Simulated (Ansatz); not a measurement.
Density of states of ZrS2 (P-3m1, a = 3.685 Å, b = 3.685 Å, c = 6.758 Å, α = 90.00°, β = 90.00°, γ = 120.00°), in states per eV and primitive cell, averaged over bins of 0.5 eV. Method: Ansatz 0.2.0, DFT PBE, scalar-relativistic, plane waves, PAW.

Settings: cutoff 420 eV, Γ-centred mesh 12×12×4 on the computed 3-atom cell, Gaussian smearing of 0.02 eV; no spin polarisation.

The cell is relaxed at this level. The states (both spins) are summed by tetrahedra on a 18×18×6 mesh at the self-consistent density. Energies are bin centres; the table starts no lower than −8 eV and ends at 6 eV, or lower where the solved bands end.

The gap is 1.14 eV at this level, with the zero inside it.

```
E − E_F (eV) total S 3p Zr 4d S 3s Zr 5s
       -4.50   1.24  0.77   0.30  0.02   0.12
       -4.00   2.73  1.78   0.68  0.08   0.13
       -3.50   4.11  2.96   0.88  0.08   0.10
       -3.00   4.32  2.82   1.34  0.05   0.05
       -2.50   4.04  2.99   0.84  0.12   0.02
       -2.00   2.02  1.68   0.24  0.03   0.02
       -1.50   3.43  3.04   0.27  0.03   0.01
       -1.00   2.02  1.89   0.09  0.01   0.00
       -0.50   0.11  0.10   0.00  0.00   0.00
        0.00   0.00  0.00   0.00  0.00   0.00
        0.50   0.27  0.05   0.19  0.01   0.01
        1.00   1.95  0.36   1.46  0.03   0.03
        1.50   2.19  0.38   1.72  0.01   0.02
        2.00   1.42  0.34   1.03  0.00   0.01
        2.50   3.11  0.59   2.42  0.01   0.01
        3.00   3.06  0.34   2.58  0.01   0.09
        3.50   0.00  0.00   0.00  0.00   0.00
        4.00   1.76  0.49   0.95  0.09   0.01
        4.50   3.34  1.10   1.77  0.10   0.01
        5.00   1.47  0.42   0.78  0.10   0.01
```

The columns after the total are the main Löwdin projections on the occupied valence shells of the potentials; 2 others are left out. The rest of the total lies in those, in shells that are empty in the free atom, which aren't projected, and between the atoms.

The cell holds layers, and where no dispersion correction was added their binding is poorly described.

Cost: 1 run of about 0.44 core-minutes, on Intel Xeon 6975P-C (Granite Rapids) (shared hosts).